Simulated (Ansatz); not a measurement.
The system is NbP.

```
Nb P
1.0
    -1.67492    1.67492    5.74011
     1.67492   -1.67492    5.74011
     1.67492    1.67492   -5.74011
Nb P
2 2
Direct
  0.24988 0.74988 0.50000
  0.49988 0.49988 0.00000
  0.83275 0.33275 0.50000
  0.08275 0.08275 0.00000
```

The cell is a database's computed one.

| Item | Value |
| --- | --- |
| Program | Ansatz 0.2.0 |
| Task | relaxation of cell and atoms |
| Functional | PBEsol |
| Potentials or basis | Ansatz PAW |
| Cutoff | 420 eV (not typed: the program's choice for these potentials) |
| k mesh | 11 × 11 × 11 |
| Occupations | fermi-dirac, width 0.05 eV |
| Spin | no spin polarisation |
| Hubbard terms | Nb d U = 3 eV |

At the start: volume 16.10 Å³/atom.

**Question.** How do energy, volume and symmetry change on relaxing?

**Answer.** It ends after 5 steps and the volume is 15.66 Å³/atom (-2.8 %); space group I4_1md (No. 109, to 0.05 Å).

Step by step:
| step | energy change (eV) | largest force (eV/Å) | volume (Å³) |
| --- | --- | --- | --- |
| 1 | 0.0000 | 0.0111 | 64.41 |
| 2 | -0.0159 | 0.0074 | 61.45 |
| 3 | -0.0298 | 0.0025 | 62.68 |
| 4 | -0.0299 | 0.0003 | 62.63 |
| 5 | -0.0296 | 0.0002 | 62.63 |

Final structure:
```
CELL_PARAMETERS angstrom
-1.66232 1.66232 5.66598
1.66232 -1.66232 5.66598
1.66232 1.66232 -5.66598
ATOMIC_POSITIONS crystal
Nb 0.25010 0.75010 0.50000
Nb 0.50010 0.50010 0.00000
P 0.83253 0.33253 0.50000
P 0.08253 0.08253 0.00000
```

Caveat: the plane-wave basis is chosen anew once the cell has moved, so the energies of steps on either side of that aren't comparable; the PAW data sets come from PBE, with cores solved anew for the run's functional, which leaves a small shift of forces and pressure; the U is typed as a test and isn't derived for this compound.
